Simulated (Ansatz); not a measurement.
## TaN: a vibration from a frozen displacement

Method: Ansatz, DFT PBE, scalar-relativistic, plane waves, PAW. The runs took a 420 eV cutoff, a Γ-centred 18×18×18 mesh and Gaussian smearing (0.15 eV). Spin–orbit coupling is left out, which matters for the heavy elements here. No spin polarisation. Energies are free energies at this smearing, counted from the undisturbed cell; pressure is positive in compression.

The starting cell (as given, not relaxed at this level; it stands at 14.6 GPa; this rock-salt form isn't the usual structure):

```
CELL_PARAMETERS angstrom
0.00000 2.17900 2.17900
2.17900 0.00000 2.17900
2.17900 2.17900 0.00000
ATOMIC_POSITIONS crystal
Ta 0.50000 0.50000 0.50000
N 0.00000 0.00000 0.00000
```

Every N atom is moved by x along the Cartesian unit vector (0.000, 0.000, -1.000); the cell and all other atoms stay fixed. The cell's volume is 20.69 Å³; the moved atoms weigh 14.007 u together and the others 180.948 u. Some rows repeat others by symmetry and weren't run.

```
  x (Å)  ΔE (meV/cell) total force on the moved atoms along the move (eV/Å) pressure (GPa)
-0.1000          47.02                                                0.9785         16.3839
-0.0875          35.65                                                0.8408         15.9545
-0.0750          25.97                                                0.7092         15.5840
-0.0625          17.90                                                0.5826         15.2712
-0.0500          11.39                                                0.4604         15.0157
-0.0375           6.38                                                0.3420         14.8172
-0.0250           2.82                                                0.2265         14.6756
-0.0125           0.70                                                0.1128         14.5906
 0.0000           0.00                                                0.0000         14.5623
 0.0125           0.70                                               -0.1128         14.5906
 0.0250           2.82                                               -0.2265         14.6756
 0.0375           6.38                                               -0.3420         14.8172
 0.0500          11.39                                               -0.4604         15.0157
 0.0625          17.90                                               -0.5826         15.2712
 0.0750          25.97                                               -0.7092         15.5840
 0.0875          35.65                                               -0.8408         15.9545
 0.1000          47.02                                               -0.9785         16.3839
```

Problem. What frequency belongs to this motion?

Solution. The force constant is k = −dF/dx = 9.024 eV/Å², from the parabola through x = -0.0125, 0 and 0.0125. In every cell the moved atoms swing against the rest, so the mass is μ = m₁m₂/(m₁ + m₂) = 13.001 u, and ν̃ = 521.5 cm⁻¹ × √(|k|/μ) = 434 cm⁻¹, at this cell's pressure of 14.6 GPa. To first order in x, and within 1 %, the force on every atom lies along the move and, within each of the two groups, in proportion to the atom's mass, so this is itself a mode at the zone centre of this cell.

Problem. How far does the harmonic law reach?

Solution. At x = -0.100 Å, kx²/2 = 45.12 meV against the computed 47.02 meV (+4.2 %): the well is still close to harmonic there.

Problem. The pressure changes with x². What does that say about the frequency under compression?

Solution. With E = k(V)x²/2, k ∝ V^(−2γ) and x scaling with the cell as V^(1/3), P − P0 = −∂E/∂V = (2γ − 2/3) ΔE/V. At x = 0.0250 Å, V(P − P0) = 20.69 × 0.11322 / 160.2 eV = 14.62 meV and ΔE = 2.82 meV, so γ = 1/3 + V(P − P0)/(2ΔE) = 2.92. This is the Grüneisen parameter of the motion under uniform scaling of the cell: shrinking the cell evenly by 1 % in volume raises the frequency by about 2.92 %.

In a metal these slopes depend on the k mesh and the smearing.

The nitrogen sublattice sits in a stable, slightly hardening well. Inversion symmetry removes the odd terms, so the first departure from the parabola is quartic, and its positive sign probably reflects short-range repulsion as N closes on the Ta atom ahead of it. The light N atom carries most of the motion and keeps the frequency high despite the heavy metal. Compression stiffens the mode: the positive Grüneisen parameter of 2.92 suggests that the cell relaxed to zero pressure would vibrate below 434 cm⁻¹.

In this cubic metal, free carriers screen the long-range field that would otherwise split the longitudinal and transverse branches, so one frequency describes all three polarisations at the zone centre. A stable optical mode there doesn't establish the dynamical stability of rock-salt TaN, since acoustic or zone-boundary modes could still be soft.
